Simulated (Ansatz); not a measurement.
Write the native input for Ansatz 0.2.0 that does the following.

```yaml
Task: single point
Functional: PBE
Potentials_or_basis: all-electron LAPW, scalar-relativistic
Cutoff: 189 eV (chosen from the basis error)
Basis_error_allowed: 0.001 eV/atom
k_mesh: 7 × 7 × 7
Occupations: gaussian, width 0.02 eV
Spin: no spin polarisation
```

Crystal: SnTe.

```
Te Sn
1.0
     0.00000    3.61115    3.61115
     3.61115    0.00000    3.61115
     3.61115    3.61115    0.00000
Te Sn
1 1
Direct
  0.25000 0.25000 0.25000
  0.00000 0.00000 0.00000
```

Measurements of this composition are mostly on another form, of space group No. 225.

The input as run:

input.yaml

```yaml
crystal:
  lattice:
    - [0.0, 3.611146, 3.611146]
    - [3.611146, 0.0, 3.611146]
    - [3.611146, 3.611146, 0.0]
  atoms:
    - { symbol: Te, position: [0.25, 0.25, 0.25] }
    - { symbol: Sn, position: [0.0, 0.0, 0.0] }
kpoints:
  mp_grid: { grid: [7, 7, 7] }
scf:
  occupations: { method: gaussian, width: 0.02 }
hamiltonian:
  xc: pbe
  pseudopotentials: { kind: all_electron, lapw: { basis_error: 0.001 } }
output:
  forces: true
  stress: true
  eigenvalues: true
```

Potentials or basis: all-electron LAPW, scalar-relativistic.

Launch:

```console
$ ansatz run input.yaml --threads 1 --pin off --max-ram 3072MiB --backend cpu --events-out ev --progress --plain --runs-dir out
```

It gave:

| Property | Result |
| --- | --- |
| Pressure | 0.0 GPa |
| Band gap on the k mesh | 0.33 eV, indirect (least direct gap 0.83 eV) |

Caveat: spin-orbit coupling is left out, which moves the levels of the heavy elements; an odd mesh through Γ misses points on the zone boundary, where band edges often lie.

Run time: 12 s on 1 thread of Intel(R) Xeon(R) Processor @ 2.70GHz, with other jobs on the host, peak memory 0.3 GiB.
